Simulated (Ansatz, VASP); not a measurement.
# Sb in VASP and in Ansatz

```xyz
8
Lattice="5.9399 0.0000 0.0000 0.0000 5.9399 0.0000 0.0000 0.0000 5.9399" Properties=species:S:1:pos:R:3 pbc="T T T"
Sb    5.9399    5.9399    0.0000
Sb    2.9699    2.9699    2.9699
Sb    1.4850    5.9399    2.9699
Sb    4.4549    5.9399    2.9699
Sb    2.9699    1.4850    0.0000
Sb    2.9699    4.4549    0.0000
Sb    0.0000    2.9699    1.4850
Sb    0.0000    2.9699    4.4549
```

Alike in both runs: functional LDA; k mesh 4 × 4 × 4; occupations fermi-dirac, width 0.1 eV; no spin polarisation.

Ansatz relaxed the structure, and its values are those at the end. VASP's run is a single point on that final structure, the one shown.

|  | VASP | Ansatz |
| --- | --- | --- |
| version | VASP 6.6.1 | Ansatz 0.2.0 |
| potentials or method | VASP PAW LDA potentials, release 64 (Sb) | plane waves (420 eV) with PAW, scalar-relativistic |
| plane-wave cutoff (eV) | 520 | 420 |
| valence electrons in the cell | 40 | 120 |

```tsv
	VASP	Ansatz	Ansatz less VASP
pressure (GPa)	0.1	0.0	-0.12
```

The two sets of potentials don't hold the same shells in valence. Ansatz warned: «pseudo_functional_mismatch».

The runs have no spin-orbit coupling, so splittings on Sb are missing.
